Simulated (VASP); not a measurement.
# AlNi3 (Pm-3m) in VASP: a series of runs

Runs on AlNi3. Level: PBE. Tasks: single point.

Everything below comes from runs of VASP 6.6.1. Logs are shortened: lines on timing, memory, paths and dates and some standing lists are left out, and cuts for length are marked.

### 1 The crystal as given

The structure is cubic, space group Pm-3m (No. 221). Conventional cell: a = 3.568 Å, b = 3.568 Å, c = 3.568 Å, α = 90.00°, β = 90.00°, γ = 90.00°. Around Al (site symmetry m-3m) lie 12 Ni at 2.52 Å. Around Ni (site symmetry 4/mmm) lie 4 Al at 2.52 Å and 8 Ni at 2.52 Å.

The cell was built by a generator and isn't the measured one.

### 2 Single point, PBE, collinear spin, typed start

Contents of INCAR:

```
SYSTEM = AlNi3
PREC     = Accurate       ! precision mode
ENCUT    = 520            ! plane-wave cutoff, eV
EDIFF    = 1E-7           ! SCF threshold, eV
ISMEAR   = 0              ! smearing method
SIGMA    = 0.1            ! smearing width, eV
LREAL    = .FALSE.        ! projectors in reciprocal space
LASPH    = .TRUE.         ! aspherical terms in the spheres
NELM     = 150            ! most SCF steps
ALGO     = Fast           ! electronic algorithm
ISIF     = 2              ! what is computed and relaxed
LWAVE    = .FALSE.        ! write WAVECAR
LCHARG   = .TRUE.         ! write CHGCAR
ISPIN    = 2              ! spin polarisation
MAGMOM   = 0 0.5 0.5 0.5  ! initial moments
LORBIT   = 11             ! projections on sites
LMAXMIX  = 4              ! l up to which the mixer works
GGA      = PE             ! functional
LELF     = .TRUE.         ! ELF
LVHAR    = .TRUE.       
NBANDS   = 28             ! bands
```

Contents of KPOINTS:

```
Automatic mesh
0
G
  6 6 6
  0 0 0
```

Contents of POSCAR:

```
AlNi3
1.0
    3.5680000000      0.0000000000      0.0000000000
    0.0000000000      3.5680000000      0.0000000000
    0.0000000000      0.0000000000      3.5680000000
Al Ni
1 3
Direct
    0.0000000000      0.0000000000      0.0000000000
    0.0000000000      0.5000000000      0.5000000000
    0.5000000000      0.0000000000      0.5000000000
    0.5000000000      0.5000000000      0.0000000000
```

Potentials or basis: VASP PAW PBE potentials, release 64 (Al, Ni).

Started as:

```
> cat potpaw_PBE.64/Al/POTCAR potpaw_PBE.64/Ni/POTCAR > POTCAR
> mpirun -np 1 vasp_std > vasp.out
```

OUTCAR:

```text
SYSTEM = AlNi3
   PREC = Accurate
   ENCUT = 520
   EDIFF = 1E-7
   ISMEAR = 0
   LREAL = .FALSE.
   LASPH = .TRUE.
   NELM = 150
   ISIF = 2
   ISPIN = 2
   LORBIT = 11
   GGA = PE

 ion  position               nearest neighbor table
   1  0.000  0.000  0.000-   2 2.52   3 2.52   4 2.52   2 2.52   3 2.52   2 2.52   4 2.52   2 2.52
                             3 2.52   4 2.52   3 2.52   4 2.52
   2  0.000  0.500  0.500-   1 2.52   3 2.52   4 2.52   1 2.52   4 2.52   1 2.52   3 2.52   1 2.52
                             3 2.52   4 2.52   4 2.52   3 2.52
   3  0.500  0.000  0.500-   1 2.52   2 2.52   4 2.52   1 2.52   4 2.52   2 2.52   4 2.52   4 2.52
                             1 2.52   2 2.52   1 2.52   2 2.52
   4  0.500  0.500  0.000-   1 2.52   2 2.52   3 2.52   2 2.52   3 2.52   1 2.52   3 2.52   3 2.52
                             1 2.52   2 2.52   2 2.52   1 2.52

  LATTYP: Found a simple cubic cell.
 ALAT       =     3.5680000000

  Lattice vectors:

 A1 = (   3.5680000000,   0.0000000000,   0.0000000000)
 A2 = (   0.0000000000,   3.5680000000,   0.0000000000)
 A3 = (   0.0000000000,   0.0000000000,   3.5680000000)

Analysis of symmetry for initial positions (statically):
=====================================================================
 Subroutine PRICEL returns:
 Original cell was already a primitive cell.

 Routine SETGRP: Setting up the symmetry group for a
 simple cubic supercell.

 Subroutine GETGRP returns: Found 48 space group operations
 (whereof 48 operations were pure point group operations)
 out of a pool of 48 trial point group operations.

The static configuration has the point symmetry O_h .

Analysis of symmetry for dynamics (positions and initial velocities):
=====================================================================
 Subroutine PRICEL returns:
 Original cell was already a primitive cell.

 Routine SETGRP: Setting up the symmetry group for a
 simple cubic supercell.

 Subroutine GETGRP returns: Found 48 space group operations
 (whereof 48 operations were pure point group operations)
 out of a pool of 48 trial point group operations.

The dynamic configuration has the point symmetry O_h .

Analysis of structural, dynamic, and magnetic symmetry:
=====================================================================
 Subroutine PRICEL returns:
 Original cell was already a primitive cell.

 Routine SETGRP: Setting up the symmetry group for a
 simple cubic supercell.

 Subroutine GETGRP returns: Found 48 space group operations
 (whereof 48 operations were pure point group operations)
 out of a pool of 48 trial point group operations.
[... 130 lines left out ...]
   LRPA    =     F    only Hartree local field effects (RPA)
 spin polarized calculation
 RMM-DIIS sequential band-by-band and
 Gauss-broadening in eV      SIGMA  =   0.10
  energy-cutoff  :      520.00
  volume of cell :       45.42
 maximum number of plane-waves:      1237
 NGX is ok and might be reduce to    28
   NGX = 13   NGY = 13   NGZ = 13

 number of electron      33.0000022 magnetization       0.7322065

 Free energy of the ion-electron system (eV)
  ---------------------------------------------------
  ext. energy  EPLUGINS =         0.00000000
  ---------------------------------------------------
  free energy    TOTEN  =       -21.90760818 eV

  energy without entropy =      -21.89139379  energy(sigma->0) =      -21.89950098

 E-fermi :   9.4063     XC(G=0): -12.6496

 val. band max:        9.4011489608   @ k =   0.5000   0.5000   0.3333
 cond. band min:       9.4072702529   @ k =   0.3333   0.3333   0.1667
 fundamental gap:      0.0061212921
 Fermi energy:         9.4062743055

 spin component 1

 k-point     1 :       0.0000    0.0000    0.0000
  band No.  band energies     occupation
      1      -0.4912      1.00000
      2       5.1465      1.00000
      3       5.8105      1.00000
      4       5.8105      1.00000
      5       6.1442      1.00000
      6       6.1442      1.00000
[... 609 lines left out ...]
     27      29.1633      0.00000
     28      29.1634      0.00000
 Fermi energy:         9.4062743055

 spin component 2

 k-point     1 :       0.0000    0.0000    0.0000
  band No.  band energies     occupation
      1      -0.5228      1.00000
      2       5.2285      1.00000
      3       5.9635      1.00000
      4       5.9635      1.00000
      5       6.4420      1.00000
      6       6.4420      1.00000
[... 609 lines left out ...]
     27      29.1298      0.00000
     28      29.1298      0.00000

------------------------ aborting loop because EDIFF is reached ----------------------------------------

  FORCE on cell =-STRESS in cart. coord.  units (eV):
  Direction    XX          YY          ZZ          XY          YZ          ZX
  --------------------------------------------------------------------------------------
  -------------------------------------------------------------------------------------
  Total       -0.0321959     -0.0321959     -0.0321959      0.0000000      0.0000000     -0.0000000
  in kB       -1.1356297     -1.1356297     -1.1356297      0.0000000      0.0000000     -0.0000000
  external PRESSURE =      -1.1356297 kB  Pullay stress =       0.0000000 kB

 VOLUME and BASIS-vectors are now :
 -----------------------------------------------------------------------------
  energy-cutoff  :      520.00
  volume of cell :       45.42
      direct lattice vectors                 reciprocal lattice vectors
     3.568000000  0.000000000  0.000000000     0.280269058  0.000000000  0.000000000
     0.000000000  3.568000000  0.000000000     0.000000000  0.280269058  0.000000000
     0.000000000  0.000000000  3.568000000     0.000000000  0.000000000  0.280269058

 POSITION                                       TOTAL-FORCE (eV/Angst)
 -----------------------------------------------------------------------------------
      0.00000      0.00000      0.00000         0.000000      0.000000      0.000000
      0.00000      1.78400      1.78400         0.000000      0.000000      0.000000
      1.78400      0.00000      1.78400         0.000000      0.000000      0.000000
      1.78400      1.78400      0.00000         0.000000      0.000000      0.000000
 -----------------------------------------------------------------------------------
    total drift:                                0.000000      0.000000      0.000000

  FREE ENERGIE OF THE ION-ELECTRON SYSTEM (eV)
  ---------------------------------------------------
  free  energy   TOTEN  =       -21.9076081766 eV

  energy  without entropy=      -21.8913937901  energy(sigma->0) =      -21.89950098

 total charge

# of ion       s       p       d       tot
------------------------------------------
    1        0.409   0.390   0.000   0.798
    2        0.491   0.511   8.375   9.377
    3        0.491   0.511   8.375   9.377
    4        0.491   0.511   8.375   9.377
--------------------------------------------------
tot          1.880   1.924  25.126  28.930

 magnetization (x)

# of ion       s       p       d       tot
------------------------------------------
    1       -0.000  -0.009   0.000  -0.010
    2       -0.003  -0.010   0.275   0.262
    3       -0.003  -0.010   0.275   0.262
    4       -0.003  -0.010   0.275   0.262
--------------------------------------------------
tot         -0.010  -0.039   0.826   0.777
```

OSZICAR:

```text
N       E                     dE             d eps       ncg     rms          rms(c)
DAV:   1     0.194552288123E+03    0.19455E+03   -0.13832E+04  2320   0.149E+03
DAV:   2    -0.140458867900E+02   -0.20860E+03   -0.19284E+03  2244   0.292E+02
DAV:   3    -0.258463670579E+02   -0.11800E+02   -0.11045E+02  2520   0.875E+01
DAV:   4    -0.260593987131E+02   -0.21303E+00   -0.21268E+00  2632   0.111E+01
DAV:   5    -0.260670838408E+02   -0.76851E-02   -0.76845E-02  2604   0.188E+00    0.195E+01
RMM:   6    -0.272251287149E+02   -0.11580E+01   -0.34741E+01  2535   0.603E+01    0.226E+01
RMM:   7    -0.219579943977E+02    0.52671E+01   -0.98465E+00  2389   0.322E+01    0.332E+00
RMM:   8    -0.219145538652E+02    0.43441E-01   -0.51561E-02  2419   0.164E+00    0.930E-01
RMM:   9    -0.219104213000E+02    0.41326E-02   -0.20751E-02  2534   0.939E-01    0.768E-01
RMM:  10    -0.219082058135E+02    0.22155E-02   -0.53658E-03  2927   0.539E-01    0.264E-01
RMM:  11    -0.219075878887E+02    0.61792E-03   -0.14575E-03  2795   0.269E-01    0.959E-02
RMM:  12    -0.219075998552E+02   -0.11967E-04   -0.44625E-04  3086   0.134E-01    0.601E-02
RMM:  13    -0.219076068502E+02   -0.69950E-05   -0.94872E-05  3161   0.519E-02    0.312E-02
RMM:  14    -0.219076081056E+02   -0.12554E-05   -0.12273E-05  3181   0.206E-02    0.645E-03
RMM:  15    -0.219076082291E+02   -0.12355E-06   -0.22271E-06  2871   0.834E-03    0.554E-03
RMM:  16    -0.219076081766E+02    0.52548E-07   -0.40636E-07  2147   0.379E-03
   1 F= -.21907608E+02 E0= -.21899501E+02  d E =-.162144E-01  mag=     0.7322
```

Wall time 78 s (1 thread of Intel Xeon Platinum 8488C (Sapphire Rapids), shared host); peak memory 0.19 GiB.

Results:

```yaml
Free_energy: -21.9076 eV
Pressure: -0.1 GPa
Band_gap_on_the_k_mesh: none (metal or under the smearing width)
Net_moment: 0.73 μB per cell
Site_moments: Al -0.01; Ni +0.26 μB
Valence_electrons_inside_the_program's_atomic_spheres: Al 0.80; Ni 9.38
```

[end of part 1 of 2]
